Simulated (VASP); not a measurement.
KMgF3, 5 atoms in the cell. Symmetry: Amm2, No. 38, orthorhombic system. Conventional cell: a = 3.986 Å, b = 5.637 Å, c = 5.637 Å, α = 90.00°, β = 90.00°, γ = 90.00°. K (site symmetry mm2) is surrounded by 7 F at 2.54 to 2.83 Å. Mg (site symmetry mm2) has 6 F at 1.99 Å as nearest neighbours. Around F (site symmetry m) lie 2 Mg at 1.99 Å. Around F (site symmetry mm2) lie 2 Mg at 1.99 Å.  The cell isn't the ideal one: atom 1 (K) moved by (-0.200, -0.200) A along x and y.

| Property | Result |
| --- | --- |
| Program | VASP 6.6.1 |
| Task | single point |
| Functional | PBE |
| Potentials or basis | VASP PAW PBE potentials, release 64 (K_sv, Mg, F) |
| Cutoff | 520 eV |
| k mesh | 6 × 6 × 6 |
| Occupations | gaussian, width 0.05 eV |
| Spin | no spin polarisation |
| Dipole correction | no |
| Further INCAR settings | ALGO = Fast; EDIFF = 1e-06; NBANDS = 24 |

Potentials or basis: VASP PAW PBE potentials, release 64 (K_sv, Mg, F).

The run is started by

```bash
$ cat potpaw_PBE.64/K_sv/POTCAR potpaw_PBE.64/Mg/POTCAR potpaw_PBE.64/F/POTCAR > POTCAR
$ mpirun -np 1 vasp_std > vasp.out
```

Hardware: 1 thread of Intel(R) Xeon(R) Platinum 8559C (Emerald Rapids), on a shared host.

**Question.** Estimate the wall time of this run.

**Answer.** Run time: 88 s on 1 thread of Intel(R) Xeon(R) Platinum 8559C (Emerald Rapids), on a shared host, peak memory 0.2 GiB. Counts: scf iterations 17, k points 52.
